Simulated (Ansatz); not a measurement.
## Which way does CaO + ZnS ⇌ CaS + ZnO run?

Plane-wave DFT in Ansatz with scalar-relativistic PAW potentials, cutoff 420 eV, Γ-centred meshes chosen by cell and gap, Gaussian smearing with energies taken to zero width. Every cell was relaxed (cell and atoms) in a run of its own, within the symmetry of its start. Functional: PBEsol.

Total energies hold large constants for each element; a whole number of eV per atom of each element is taken off below, which cancels in a balanced reaction.

| compound | lowest structure computed | structures tried | V (Å³/atom) | gap on mesh (eV) | E (eV per formula unit, common shift removed) |
| --- | --- | --- | --- | --- | --- |
| CaO | Fm-3m | 1 | 13.54 | 3.54 | -6.1049 |
| ZnS | F-43m | 4 | 19.21 | 2.09 | -1.4405 |
| CaS | Fm-3m | 3 | 22.34 | 2.16 | -4.0539 |
| ZnO | P6_3mc | 4 | 11.78 | 0.70 | -3.1290 |

Work out the reaction energy at 0 K.

ΔE = E(CaS) + E(ZnO) − E(CaO) − E(ZnS) = 0.362 eV, or 35 kJ per mole of reaction (91 meV/atom). The left side is lower: Ca takes O and Zn takes S. Pauling's electronegativities (Ca 1.0, Zn 1.65; O 3.44, S 2.58) would pair Ca with O, the most ionic bond; the result follows that. All four are computed as solids; where they are solids at ordinary conditions entropy changes little. A lower structure that wasn't tried would shift the value, and mixed crystals may lie lower than either side.